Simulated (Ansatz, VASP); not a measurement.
**Two plane-wave programs on SiO2**

INCAR

```
  PREC = Accurate
  ENCUT = 520
  EDIFF = 1E-8
  ISMEAR = -1
  SIGMA = 0.03
  LREAL = F
  LASPH = T
  NELM = 60
  ALGO = Normal
  ISIF = 2
  LWAVE = F
  LCHARG = F
  GGA = PS
  LEFG = T
  NBANDS = 25
```

KPOINTS

```
regular mesh
0
Gamma
  6 6 9
```

POSCAR

```
SiO2
1.0
    4.2620835590      0.0000000000      0.0000000000
    0.0000000000      4.2620835590      0.0000000000
    0.0000000000      0.0000000000      2.7201230877
Si O
2 4
Direct
    0.0000000000      0.0000000000      0.0000000000
    0.5000000000      0.5000000000      0.5000000000
    0.3067000000      0.3067000000      0.0000000000
    0.1933000000      0.8067000000      0.5000000000
    0.6933000000      0.6933000000      0.0000000000
    0.8067000000      0.1933000000      0.5000000000
```

Input for Ansatz:

```yaml
crystal:
  lattice:
    - [4.262083559, 0.0, 0.0]
    - [0.0, 4.262083559, 0.0]
    - [0.0, 0.0, 2.7201230877]
  atoms:
    - { symbol: Si, position: [0.0, 0.0, 0.0] }
    - { symbol: Si, position: [0.5, 0.5, 0.5] }
    - { symbol: O, position: [0.3067, 0.3067, 0.0] }
    - { symbol: O, position: [0.1933, 0.8067, 0.5] }
    - { symbol: O, position: [0.6933, 0.6933, 0.0] }
    - { symbol: O, position: [0.8067, 0.1933, 0.5] }
kpoints:
  mp_grid: { grid: [6, 6, 9] }
scf:
  occupations: { method: fermi_dirac, width: 0.03 }
hamiltonian:
  xc: pbesol
  pseudopotentials: { kind: paw }
output:
  forces: true
  stress: true
  eigenvalues: true
  efg: { contact_densities: true }
```

Change from the starting cell: volume scaled by 1.06, PAW files.

Alike in both runs: task electric field gradients; functional PBEsol; k mesh 6 × 6 × 9; occupations fermi-dirac, width 0.03 eV; no spin polarisation.

```csv
,VASP,Ansatz
version,VASP 6.6.1,Ansatz 0.2.0
potentials or method,"VASP PAW PBE potentials, release 64 (Si, O)","PAW with Ansatz's default frozen-core files, scalar-relativistic"
plane-wave cutoff (eV),520,420
valence electrons in the cell,32,32
```

Ansatz gave:

| Quantity | Value |
| --- | --- |
| gap on the k mesh at the Fermi level (eV) | 4.57 |
| pressure (GPa) | -13.3 |
| largest component of the traceless stress (GPa) | 2.29 |
| rms of the force components (eV/Å) | 0.092 |
| Vzz of the field gradient on the site that differs most (V/Å²) | 19.5 |

**Question.** What did VASP give for the same quantities?

**Answer.** gap on the k mesh at the Fermi level (eV): 4.57; pressure (GPa): -12.7; largest component of the traceless stress (GPa): 1.74; rms of the force components (eV/Å): 0.076; Vzz of the field gradient on the site that differs most (V/Å²): 21.7.

Atom by atom the forces differ by 0.016 eV/Å (rms over components).

Caveats: the PAW data sets were made with another functional, which shifts forces and pressure a little (VASP); an odd mesh through Γ misses points on the zone boundary, where band edges often lie.
